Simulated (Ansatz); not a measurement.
# Pressure against volume: Bi₂Te₃

```
Bi Te
1.0
     2.20850    1.27508    9.94667
    -2.20850    1.27508    9.94667
     0.00000   -2.55016    9.94667
Bi Te
2 3
Cartesian
  0.0000 0.0000 24.2301
  0.0000 0.0000 11.9957
  0.0000 0.0000 18.2322
  0.0000 0.0000 5.9680
  0.0000 0.0000 0.0000
```

The cell comes from COD entry 9012858, which wasn't checked; take it as a given geometry.

Spin–orbit coupling is left out, though it moves levels of the heavy atoms by tenths of an eV or more.

Levels of theory: DFT, LDA, all-electron LAPW, scalar-relativistic (Ansatz 0.2.0); DFT, LDA, PAW with Ansatz's default frozen-core files, scalar-relativistic (Ansatz 0.2.0).

For LAPW: a Γ-centred 8×8×8 k mesh, Fermi–Dirac smearing of 0.08 eV, basis error target 1 meV/atom, no spin polarisation. PAW takes a cutoff of 420 eV at this cell (files made with PBE, cores remade for this functional). The Ansatz runs share mesh, smearing and spin set-up. Plane-wave (PAW) pressures include the program's estimate of the Pulay term.

The cell above is scaled evenly, with fractional coordinates and shape held.

Problem. Estimate the equilibrium volume and bulk modulus that LAPW (all electrons) gives for this fixed shape.

Solution. V0 = 32.40 Å³/atom, B0 = 55 GPa, B0′ = 4.7, from a third-order Birch–Murnaghan fit to these pressures:
```tsv
V/V(cell)	V (Å³/atom)	P, LAPW (GPa)	P, PAW (GPa)	free energy over the lowest listed, PAW (meV/atom)
0.9600	32.267	0.23	0.21	0.0
0.9900	33.276	-1.39	-1.41	3.9
1.0000	33.612	-1.87	-1.89	7.4
1.0200	34.284	-2.75	-2.77	17.2
1.0600	35.629	-4.22	-4.24	46.8
```

PAW's V0 lies -0.04 % from the all-electron value and its B0 0.1 %. With shape and internal coordinates held, B0 is an upper bound to the relaxed modulus.
